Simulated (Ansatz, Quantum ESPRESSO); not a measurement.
## AlP (F-43m): phonons by linear response

Aim: the phonon dispersion of AlP (F-43m), checked by a second program.

Calculated with Quantum ESPRESSO 7.5; DFT PBE, scalar-relativistic, plane waves, GBRV ultrasoft pseudopotentials.

The database entry behind the starting cell differs from later determinations by our own check (0.1 to 0.3 % short, probably kX units), so it need not match the best structure at ambient conditions.

**1. Starting point**

It takes space group F-43m (No. 216, cubic). The conventional cell has a = 5.451 Å, b = 5.451 Å, c = 5.451 Å, α = 90.00°, β = 90.00°, γ = 90.00°. Al has 4 P at 2.36 Å nearest. Nearest to P lie 4 Al at 2.36 Å. Farther neighbours are not listed.

Structure file:

```
Al P
1.0
    -2.72550    0.00000    2.72550
     0.00000    2.72550    2.72550
    -2.72550    2.72550    0.00000
Al P
1 1
Direct
  0.00000 0.00000 0.00000
  0.25000 0.25000 0.25000
```

**2. A first look**

Before anything dear is run, a loose run with smearing shows whether this is a metal and how far the cell is from rest.

probe.in

```
 &control
    calculation='scf',
    prefix='x',
    outdir='./tmp',
    pseudo_dir='./pseudo',
    tprnfor=.true.,
    tstress=.true.,
    verbosity='high',
 /
 &system
    ibrav=2,
    celldm(1)=10.30089711,
    nat=2,
    ntyp=2,
    ecutwfc=40.0,
    ecutrho=240.0,
    occupations='smearing',
    smearing='gaussian',
    degauss=0.01,
 /
 &electrons
    conv_thr=1.0d-07,
    mixing_beta=0.7,
    electron_maxstep=100,
 /
ATOMIC_SPECIES
 Al     26.9815  Al.upf
 P      30.9738  P.upf
ATOMIC_POSITIONS crystal
 Al     0.000000000   0.000000000   0.000000000
 P      0.250000000   0.250000000   0.250000000
K_POINTS automatic
 6 6 6 0 0 0
```

Launch:

```sh
> OMP_NUM_THREADS=1 mpirun -n 4 pw.x -nk 4 -in probe.in > probe.out
```

Output:

```text
[banners, grids, parts of the stress and lines that vanish by symmetry left out]
Program PWSCF v.7.5
     bravais-lattice index     =            2
     lattice parameter (alat)  =      10.3009  a.u.
[...]
kinetic-energy cutoff     =      40.0000  Ry
     charge density cutoff     =     240.0000  Ry
     scf convergence threshold =      1.0E-07
[...]
Exchange-correlation=  SLA  PW   PBX  PBC
                           (   1   4   3   4   0   0   0)
[...]
24 Sym. Ops. (no inversion) found
[...]
(     0          1          0      )
                  (     0          0          1      )
[...]
(  0.0000000  1.0000000  0.0000000 )
                  (  0.0000000  0.0000000  1.0000000 )
[...]
(     1          0         -1      )
                  (     0          0         -1      )
[...]
(  0.0000000  1.0000000  0.0000000 )
[...]
(    -1          0          1      )
                  (    -1          0          0      )
[...]
(  0.0000000  0.0000000  1.0000000 )
                  (  0.0000000 -1.0000000  0.0000000 )
[...]
number of k points=    16  Gaussian smearing, width (Ry)=  0.0100
[...]
End of self-consistent calculation
[...]
the Fermi energy is     6.0081 ev
!    total energy              =     -22.31649438 Ry
[...]
convergence has been achieved in   6 iterations
[...]
atom    1 type  1   force =     0.00000000    0.00000000    0.00000000
     atom    2 type  2   force =     0.00000000    0.00000000   -0.00000000
[...]
Total force =     0.000000     Total SCF correction =     0.000000
[...]
total   stress  (Ry/bohr**3)                   (kbar)     P=       26.51
[...]
XML data file, charge density, pseudopotentials, collected wavefunctions

   JOB DONE.
```

Wall time 1.7 s (4 MPI ranks of Arm Neoverse V2, shared host); 6.5 s of CPU time.

Read from the output:

| Quantity | Value |
| --- | --- |
| volume per atom | 20.25 Å³ |
| pressure | 2.651 GPa |
| gap on the k-mesh | 1.569 eV |

A gap of 1.6 eV opens on this mesh, so the crystal is taken as an insulator; the start stands at 2.7 GPa.

**3. Relaxation**

Frequencies change by per cents with a per cent of volume, so the structure is first brought to rest at this level of theory.

relax.in

```
 &control
    calculation='vc-relax',
    prefix='x',
    outdir='./tmp',
    pseudo_dir='./pseudo',
    tprnfor=.true.,
    tstress=.true.,
    forc_conv_thr=2.0d-05,
    etot_conv_thr=1.0d-07,
    nstep=40,
 /
 &system
    ibrav=2,
    celldm(1)=10.30089711,
    nat=2,
    ntyp=2,
    ecutwfc=40.0,
    ecutrho=240.0,
    occupations='fixed',
    nbnd=6,
 /
 &electrons
    conv_thr=1.0d-11,
    mixing_beta=0.7,
    electron_maxstep=100,
 /
 &ions
 /
 &cell
    press_conv_thr=0.1,
 /
ATOMIC_SPECIES
 Al     26.9815  Al.upf
 P      30.9738  P.upf
ATOMIC_POSITIONS crystal
 Al     0.000000000   0.000000000   0.000000000
 P      0.250000000   0.250000000   0.250000000
K_POINTS automatic
 8 8 8 0 0 0
```

Launch:

```sh
> OMP_NUM_THREADS=1 mpirun -n 4 pw.x -nk 4 -in relax.in > relax.out
```

Output:

```text
[banners, grids, parts of the stress and lines that vanish by symmetry left out]
[banner, memory and clock lines left out]
Program PWSCF v.7.5

[...]
kinetic-energy cutoff     =      40.0000  Ry
     charge density cutoff     =     240.0000  Ry
     scf convergence threshold =      1.0E-11
[...]
energy convergence thresh.=      1.0E-07
     force convergence thresh. =      2.0E-05
     press convergence thresh. =      1.0E-01
     Exchange-correlation=  SLA  PW   PBX  PBC
                           (   1   4   3   4   0   0   0)
[...]
24 Sym. Ops. (no inversion) found
[...]
number of k points=    29
[...]
End of self-consistent calculation
[...]
highest occupied, lowest unoccupied level (ev):     5.0618    6.6343
!    total energy              =     -22.31706164 Ry
[...]
convergence has been achieved in   9 iterations
[...]
atom    1 type  1   force =     0.00000000    0.00000000    0.00000000
     atom    2 type  2   force =     0.00000000    0.00000000    0.00000000
     Total force =     0.000000     Total SCF correction =     0.000000
[...]
total   stress  (Ry/bohr**3)                   (kbar)     P=       26.20
[...]
number of bfgs steps    =   0
[...]
CELL_PARAMETERS (alat= 10.30089711)
[...]
ATOMIC_POSITIONS (crystal)
Al               0.0000000000        0.0000000000        0.0000000000
P                0.2500000000        0.2500000000        0.2500000000
[...]
New effective cutoffs (rho, wfc):  237.49   39.64
[...]
End of self-consistent calculation
[...]
highest occupied, lowest unoccupied level (ev):     4.9344    6.5330
!    total energy              =     -22.31756206 Ry
[...]
convergence has been achieved in   6 iterations
[...]
atom    1 type  1   force =     0.00000000    0.00000000    0.00000000
     atom    2 type  2   force =     0.00000000    0.00000000    0.00000000
     Total force =     0.000000     Total SCF correction =     0.000000
[...]
total   stress  (Ry/bohr**3)                   (kbar)     P=       14.10
[...]
number of bfgs steps    =   1
[...]
CELL_PARAMETERS (alat= 10.30089711)
[...]
ATOMIC_POSITIONS (crystal)
Al               0.0000000000        0.0000000000        0.0000000000
P                0.2500000000        0.2500000000        0.2500000000
[...]
New effective cutoffs (rho, wfc):  235.19   39.26
[...]
End of self-consistent calculation
[...]
highest occupied, lowest unoccupied level (ev):     4.7967    6.4232
!    total energy              =     -22.31777685 Ry
[...]
convergence has been achieved in   8 iterations
[...]
atom    1 type  1   force =    -0.00000000    0.00000000   -0.00000000
     atom    2 type  2   force =     0.00000000   -0.00000000    0.00000000
     Total force =     0.000000     Total SCF correction =     0.000000
[...]
total   stress  (Ry/bohr**3)                   (kbar)     P=        1.58
[...]
number of bfgs steps    =   2
[...]
CELL_PARAMETERS (alat= 10.30089711)
[...]
ATOMIC_POSITIONS (crystal)
[...]
New effective cutoffs (rho, wfc):  234.89   39.21
[...]
End of self-consistent calculation
[...]
highest occupied, lowest unoccupied level (ev):     4.7793    6.4093
!    total energy              =     -22.31777973 Ry
[...]
convergence has been achieved in   5 iterations
[...]
atom    1 type  1   force =    -0.00000000    0.00000000   -0.00000000
     atom    2 type  2   force =     0.00000000   -0.00000000    0.00000000
     Total force =     0.000000     Total SCF correction =     0.000000
[...]
total   stress  (Ry/bohr**3)                   (kbar)     P=        0.04
[...]
number of bfgs steps    =   3
[...]
small trust_radius: resetting bfgs history
[...]
CELL_PARAMETERS (alat= 10.30089711)
[...]
ATOMIC_POSITIONS (crystal)
[...]
New effective cutoffs (rho, wfc):  234.89   39.21
[...]
End of self-consistent calculation
[...]
highest occupied, lowest unoccupied level (ev):     4.7791    6.4091
!    total energy              =     -22.31777973 Ry
[...]
convergence has been achieved in   3 iterations
[...]
atom    1 type  1   force =    -0.00000000   -0.00000000    0.00000000
     atom    2 type  2   force =     0.00000000    0.00000000   -0.00000000
     Total force =     0.000000     Total SCF correction =     0.000000
[...]
total   stress  (Ry/bohr**3)                   (kbar)     P=        0.02
[...]
bfgs converged in   5 scf cycles and   4 bfgs steps
[...]
End of BFGS Geometry Optimization
     Final enthalpy           =     -22.3177797291 Ry
     File ./tmp/x.bfgs deleted, as requested
[...]
CELL_PARAMETERS (alat= 10.30089711)
[...]
ATOMIC_POSITIONS (crystal)
Al              -0.0000000000       -0.0000000000        0.0000000000
P                0.2500000000        0.2500000000        0.2500000000
[...]
Final scf calculation at the relaxed structure.
[...]
kinetic-energy cutoff     =      40.0000  Ry
     charge density cutoff     =     240.0000  Ry
     scf convergence threshold =      1.0E-13
[...]
press convergence thresh. =      1.0E-01
     Exchange-correlation=  SLA  PW   PBX  PBC
                           (   1   4   3   4   0   0   0)
[...]
24 Sym. Ops. (no inversion) found
[...]
number of k points=    29
[...]
c_bands:  1 eigenvalues not converged
[...]
End of self-consistent calculation
[...]
highest occupied, lowest unoccupied level (ev):     4.7791    6.4091
!    total energy              =     -22.31778550 Ry
[...]
convergence has been achieved in  10 iterations
[...]
atom    1 type  1   force =    -0.00000000    0.00000000   -0.00000000
     atom    2 type  2   force =    -0.00000000   -0.00000000    0.00000000
     Total force =     0.000000     Total SCF correction =     0.000000
[...]
total   stress  (Ry/bohr**3)                   (kbar)     P=        0.04
[...]
XML data file, charge density, pseudopotentials, collected wavefunctions
```

Wall time 8.5 s (4 MPI ranks).

The steps of the relaxation:

```tsv
step	energy less that of the first step (eV)	largest force (eV/Å)	pressure (GPa)	volume (Å³)
1	0.0000	0.0000	2.62	40.49
2	-0.0068	0.0000	1.41	41.04
3	-0.0097	0.0000	0.16	41.64
4	-0.0098	0.0000	0.00	41.72
5	-0.0098	0.0000	0.00	41.72
6	-0.0098	0.0000	0.00	41.72
```

```tsv
conventional cell, symmetrised	before	after	change
a (Å)	5.451	5.505	+1.0 %
b (Å)	5.451	5.505	+1.0 %
c (Å)	5.451	5.505	+1.0 %
volume (Å³/atom)	20.25	20.86	+3.0 %
```

Final coordinates:

```cif
data_structure
_symmetry_space_group_name_H-M 'P 1'
_symmetry_Int_Tables_number 1
_cell_length_a 3.8929
_cell_length_b 3.8929
_cell_length_c 3.8929
_cell_angle_alpha 60.000
_cell_angle_beta 60.000
_cell_angle_gamma 60.000
_cell_volume 41.72
loop_
_atom_site_label
_atom_site_type_symbol
_atom_site_fract_x
_atom_site_fract_y
_atom_site_fract_z
_atom_site_occupancy
Al1 Al 0.00000 0.00000 0.00000 1
P2 P 0.25000 0.25000 0.25000 1
```

The last row of the table of steps is pw.x's closing run on a basis chosen anew for the final cell, so its energy can jump.

Numbers from this step:

| Property | Result |
| --- | --- |
| volume per atom | 20.86 Å³ |
| pressure | 0.004 GPa |
| gap on the k-mesh | 1.63 eV |

The volume changes by +3.0 % from the cell with which this run began.

**4. Self-consistent run for the response**

The response is built on this ground state, so it is converged far tighter than an energy would need. With a gap, occupations are fixed, which also allows the response to an electric field.

scf.in

```
 &control
    calculation='scf',
    prefix='x',
    outdir='./tmp',
    pseudo_dir='./pseudo',
    tprnfor=.true.,
    tstress=.true.,
 /
 &system
    ibrav=2,
    celldm(1)=10.40373132,
    nat=2,
    ntyp=2,
    ecutwfc=40.0,
    ecutrho=240.0,
    occupations='fixed',
    nbnd=6,
 /
 &electrons
    conv_thr=1.0d-12,
    mixing_beta=0.7,
    electron_maxstep=100,
 /
ATOMIC_SPECIES
 Al     26.9815  Al.upf
 P      30.9738  P.upf
ATOMIC_POSITIONS crystal
 Al     0.000000000   0.000000000   0.000000000
 P      0.250000000   0.250000000   0.250000000
K_POINTS automatic
 8 8 8 0 0 0
```

Launch:

```sh
> OMP_NUM_THREADS=1 mpirun -n 4 pw.x -nk 4 -in scf.in > scf.out
```

Output:

```text
[banners, grids, parts of the stress and lines that vanish by symmetry left out]
[banner, memory and clock lines left out]
Program PWSCF v.7.5

[...]
kinetic-energy cutoff     =      40.0000  Ry
     charge density cutoff     =     240.0000  Ry
     scf convergence threshold =      1.0E-12
[...]
Exchange-correlation=  SLA  PW   PBX  PBC
                           (   1   4   3   4   0   0   0)
[...]
24 Sym. Ops. (no inversion) found
[...]
number of k points=    29
[...]
End of self-consistent calculation
[...]
highest occupied, lowest unoccupied level (ev):     4.7791    6.4091
!    total energy              =     -22.31778550 Ry
[...]
convergence has been achieved in  11 iterations
[...]
atom    1 type  1   force =    -0.00000000   -0.00000000    0.00000000
     atom    2 type  2   force =     0.00000000    0.00000000   -0.00000000
     Total force =     0.000000     Total SCF correction =     0.000000
[...]
total   stress  (Ry/bohr**3)                   (kbar)     P=        0.04
[...]
XML data file, charge density, pseudopotentials, collected wavefunctions
```

Run time: 2.8 s. Hardware: 4 MPI ranks.

The cell stands at 0.004 GPa, close enough for phonons.

(Continued in part 2 of 4.)

[Host names and launcher messages were left out of these logs when they were recorded.]

[Logs are printed without paths, hosts, clocks, repeated set-up lines and the standing remarks that a program may print on its own settings, such as how far it seeks lower states.]

[Hosts, paths, dates, database ids (printed as entryN), source tags and the programs' standing remarks are cut or masked in the printed files.]
